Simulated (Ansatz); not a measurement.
# MoSe2: the cost of one run

Computed with Ansatz 0.2.0 (DFT PBEsol, scalar-relativistic, plane waves, PAW, unless a step's input says otherwise).

The COD entry's cell or inner coordinates are ideal or old and differ from later refinements, so a difference from it is no clean test against experiment.

## Step 1: The system as given

It takes space group P6_3/mmc (No. 194, hexagonal). The conventional cell has a = 3.268 Å, b = 3.268 Å, c = 13.112 Å, α = 90.00°, β = 90.00°, γ = 120.00°. Around Mo (site symmetry -6m2) lie 6 Se at 2.52 Å. Around Se (site symmetry 3m) lie 3 Mo at 2.52 Å.

Coordinates:

```
CELL_PARAMETERS angstrom
3.26848 0.00000 0.00000
-1.63424 2.83059 0.00000
0.00000 0.00000 13.11178
ATOMIC_POSITIONS crystal
Mo 0.33333 0.66667 0.25000
Mo 0.66667 0.33333 0.75000
Se 0.33333 0.66667 0.62302
Se 0.66667 0.33333 0.12302
Se 0.33333 0.66667 0.87698
Se 0.66667 0.33333 0.37698
```

It is the result of an earlier relaxation at this level (volume 20.22 Å³/atom; gap on the mesh: 0.99 eV).

## Step 2: Volume × 0.97

File input.yaml:

```yaml
crystal:
  lattice:
    - [3.2354613009, 0.0, 0.0]
    - [-1.6177306505, 2.8019916796, 0.0]
    - [0.0, 0.0, 12.9793262225]
  atoms:
    - { symbol: Mo, position: [0.3333333333, 0.6666666667, 0.25] }
    - { symbol: Mo, position: [0.6666666667, 0.3333333333, 0.75] }
    - { symbol: Se, position: [0.3333333333, 0.6666666667, 0.6230235181] }
    - { symbol: Se, position: [0.6666666667, 0.3333333333, 0.1230235181] }
    - { symbol: Se, position: [0.3333333333, 0.6666666667, 0.8769764819] }
    - { symbol: Se, position: [0.6666666667, 0.3333333333, 0.3769764819] }
basis:
  ecutwfc: 420
kpoints:
  mp_grid: { grid: [9, 9, 2] }
hamiltonian:
  xc: pbesol
scf:
  occupations: { method: gaussian, width: 0.02 }
output:
  forces: true
  stress: true
  eigenvalues: true
  write_density: true
  write_potential: true
  elf: true
  volumetric_format: npy
relax:
  adjacent_minimum: "off"
  f_tol: 0.01
  max_steps: 30
  cell: { stress_tol: 0.1, fix: [volume] }
```

Started as:

```
> ansatz run input.yaml --threads 4 --pin off --max-ram 10240MiB --backend cpu --events-out ev --progress --plain --runs-dir out
```

**Question.** How long does this run take on 4 threads of AMD EPYC 9R45 (Zen 5), shared host, and how much memory does it need?

About 5.4 s, with a peak of 0.63 GiB.
